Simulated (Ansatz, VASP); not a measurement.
## KCl in VASP and in Ansatz

```
K Cl
1.0
     3.63400    0.00000    0.00000
     0.00000    3.63400    0.00000
     0.00000    0.00000    3.70668
K Cl
1 1
Direct
  0.00000 0.00000 0.00000
  0.50000 0.50000 0.50000
```

Change from the starting cell: zz strain of +2 %, crystal datasets.

Alike in both runs: task electric field gradients; functional PBE; k mesh 7 × 7 × 7; occupations fermi-dirac, width 0.02 eV; no spin polarisation.

```csv
,VASP,Ansatz
version,VASP 6.6.1,Ansatz 0.2.0
potentials or method,"VASP PAW PBE potentials, release 64 (K_sv, Cl), cutoff 520 eV","all-electron PAW with datasets made for the crystal, scalar-relativistic"
```

|  | VASP | Ansatz | Ansatz less VASP |
| --- | --- | --- | --- |
| gap on the k mesh at the Fermi level (eV) | 5.46 | 5.46 | +0.002 |
| pressure (GPa) | 3.8 | 3.7 | -0.05 |
| largest component of the traceless stress (GPa) | 0.67 | 0.67 | +0.003 |
| Vzz of the field gradient on the site that differs most (V/Å²) | 5.0 | 5.2 | +0.13 |

Ansatz ran all-electron here, so the differences hold the error of VASP's frozen core and of both bases.

Caveats: an odd mesh through Γ misses points on the zone boundary, where band edges often lie.
